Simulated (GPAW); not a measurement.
## Ge: relaxation of cell and atoms with PBEsol

Ge:

```
CELL_PARAMETERS angstrom
4.05040 0.00000 0.00000
-2.02520 3.50775 0.00000
0.00000 0.00000 10.99336
ATOMIC_POSITIONS crystal
Ge 0.66667 0.33333 0.41485
Ge 0.33333 0.66667 0.91485
Ge 0.00000 0.00000 0.47745
Ge 0.00000 0.00000 0.97745
```

This isn't the form of Ge at room conditions, which is diamond.

| Property | Result |
| --- | --- |
| Program | GPAW 26.7.0 |
| Task | relaxation of cell and atoms |
| Functional | PBEsol |
| Potentials or basis | PAW data sets generated in the run's folder for this functional |
| Cutoff | 600 eV |
| Basis | pw |
| k mesh | 6 × 6 × 2 |
| Occupations | fermi-dirac, width 0.05 eV |
| Spin | no spin polarisation |
| Maxiter | 150 |
| Optimizer | BFGS |
| Fmax | 0.02 eV/Å |
| Max steps | 60 |
| Convergence | density=1e-05 forces=0.0001 |

```yaml
Relaxed_volume: 19.33 Å³/atom
Relaxed_cell: a = 3.790 Å, b = 3.790 Å, c = 6.218 Å, α = 90.00°, β = 90.00°, γ = 120.00°
Space_group_after_relaxing_to_0.05_Å: P6_3/mmc (No. 194)
Energy_gained_by_relaxing: 430.3 meV/atom
Ionic_steps: 30
Pressure_after_relaxing: 0.0 GPa
Largest_force_after_relaxing: 0.006 eV/Å
Band_gap_on_the_k_mesh: none (metal or under the smearing width)
```

Forces on the atoms (eV/Å):
```
Ge   0.000  0.000  0.006
Ge   0.000  0.000  0.006
Ge   0.000  0.000 -0.006
Ge   0.000  0.000 -0.006
```

The path:
```
step  energy change (eV)  largest force (eV/Å)  pressure (GPa)  volume (Å³)
   1              0.0000                0.1212           -1.43       156.19
   2             -0.0064                0.0988           -1.28       155.61
   3             -0.0277                0.0637           -0.09       151.30
   4             -0.0280                0.0514           -0.15       151.44
   5             -0.0289                0.0214           -0.25       151.42
   6             -0.0303                0.0219           -0.30       150.87
   7             -0.0317                0.0608           -0.24       149.71
   8             -0.0328                0.0778           -0.11       148.33
   9             -0.0341                0.0793            0.05       146.82
  10             -0.0368                0.0743            0.30       144.05
  11             -0.0462                0.0530            0.92       136.09
  12             -0.0591                0.0014            1.62       127.72
  13             -0.1147                0.2522           -0.61       123.33
  14             -0.1813                0.3440           -1.57       118.00
  15             -0.3009                0.2225           -1.66       112.26
  16             -0.4389                0.1008           -1.67       106.85
  17             -0.5977                0.0427           -1.88       101.82
  18             -0.8134                0.1535           -2.01        97.12
  19             -1.0097                0.1557           -1.91        92.73
  20             -1.1229                0.2200           -1.16        88.45
  21             -1.1487                0.3313           -0.11        84.97
  22             -1.1652                0.3213           -0.84        85.73
  23             -1.2511                0.2726           -4.06        87.42
  24             -1.3989                0.2564           -6.18        87.80
  25             -1.4477                0.0111           -6.73        87.74
  26             -1.4880                0.0095           -6.18        86.68
  27             -1.6881                0.0636            0.77        77.14
  28             -1.7118                0.0423            0.14        77.50
  29             -1.7198                0.0485           -0.24        77.60
  30             -1.7214                0.0062            0.05        77.34
```

Final structure:
```xyz
4
Lattice="3.7897 0.0000 0.0000 -1.8949 3.2820 0.0000 0.0000 0.0000 6.2177" Properties=species:S:1:pos:R:3 pbc="T T T"
Ge    1.8949    1.0940    1.9955
Ge    0.0000    2.1880    5.1044
Ge    0.0000    0.0000    3.5523
Ge    0.0000    0.0000    6.6612
```

Levels at points of the mesh, in eV from the Fermi level:
```csv
k point,band 6,band 7,band 8,band 9,band 10,band 11
"(0.00, 0.00, 0.00)",-0.32,0.76,1.33,1.33,2.40,2.92
"(0.00, 0.00, 0.50)",0.39,0.39,0.39,1.39,1.39,3.60
"(0.50, 0.50, 0.00)",-4.24,-2.64,0.88,1.28,1.37,1.71
"(0.50, 0.50, 0.50)",-1.70,-1.63,-1.63,-1.17,-1.17,3.01
```

It took 10 min on 1 thread of Arm Neoverse V1 (shared host), peak memory 0.27 GiB.

Caveat: later steps reuse the first step's grids; the volume moved by over 15 % at a fixed basis, so the end points are rough.
